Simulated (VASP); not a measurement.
Input of a VASP 6.6.1 run:

Contents of INCAR:

```
SYSTEM = In
PREC = Accurate ; ENCUT = 520
EDIFF = 1E-7 ; ISMEAR = -1
SIGMA = 0.05 ; LREAL = .False.
LASPH = .True. ; NELM = 60
ALGO = Normal ; ISIF = 2
LWAVE = .False. ; LCHARG = .True.
GGA = PE ; LELF = .True.
LVHAR = .True. ; NBANDS = 12
```

KPOINTS

```
regular mesh
0
Gamma
  11 11 11
  0 0 0
```

File POSCAR:

```
In
1.0
   -1.6254700000      1.6254700000      2.4737000000
    1.6254700000     -1.6254700000      2.4737000000
    1.6254700000      1.6254700000     -2.4737000000
In
1
Direct
    0.0000000000      0.0000000000      0.0000000000
```

Potentials or basis: VASP PAW PBE potentials, release 64 (In_d).

The run is started by

```console
$ cat potpaw_PBE.64/In_d/POTCAR > POTCAR
$ mpirun -np 1 vasp_std > vasp.out
```

**Question.** Estimate the band gap on the k mesh.

**Answer.** None (metal or under the smearing width).

**Question.** Estimate the pressure.

**Answer.** 2.0 GPa.

Stress tensor (GPa, compression positive):
```
2.18 0.00 0.00
0.00 2.18 0.00
0.00 0.00 1.65
```
